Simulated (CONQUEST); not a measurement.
## Au under changes of volume

One of the cells (17.771 Å³/atom); the others are scaled copies at fixed shape and fractional positions:

```
CELL_PARAMETERS angstrom
2.90000 0.00000 0.00000
0.00000 4.88000 0.00000
0.00000 0.00000 5.02295
ATOMIC_POSITIONS crystal
Au 0.00000 0.25000 0.33333
Au 0.50000 0.25000 0.83333
Au 0.00000 0.75000 0.66667
Au 0.50000 0.75000 0.16667
```

This isn't the form of Au at room conditions, which is fcc.

| Property | Result |
| --- | --- |
| Program | CONQUEST 1.3 |
| Functional | PBE |
| Potentials or basis | PseudoDojo NC PBE, DZP, grid of 32 × 48 × 48 points |
| k mesh | 9 × 6 × 6 |
| Occupations | fermi-dirac, width 0.05 eV |
| Spin | no spin polarisation |

| volume (Å³/atom) | energy over the lowest point (meV/atom) | pressure (GPa) | largest force (eV/Å) |
| --- | --- | --- | --- |
| 16.705 | ? | ? | ? |
| 17.060 | 30.10 | 9.7 | 0.022 |
| 17.416 | 12.64 | 6.0 | 0.023 |
| 17.771 | 2.92 | 2.7 | 0.019 |
| 18.127 | 0.00 | -0.1 | 0.016 |
| 18.482 | 2.90 | -2.3 | 0.018 |
| 18.837 | 10.83 | -4.6 | 0.021 |

**Question.** What does the run at 16.705 Å³/atom give?

**Answer.** Energy over the lowest point 56.06 meV/atom; pressure 13.9 GPa; largest force 0.024 eV/Å.

Worked out: A Birch-Murnaghan fit of order 3 (a polynomial in V^(-2/3)) to the other rows has its minimum at 18.12 Å³/atom with B0 = V·E''(V) = 134 GPa and B' = 6.3 at fixed shape and positions, which overstates the stiffness. It gives 56.48 meV/atom at 16.705 Å³/atom, against the run's 56.06, and -dE/dV = 14.1 GPa, against 13.9.

Energies are extrapolated to zero smearing.

Caveats: the basis of atomic orbitals isn't converged, which shifts pressures, moduli and gaps.
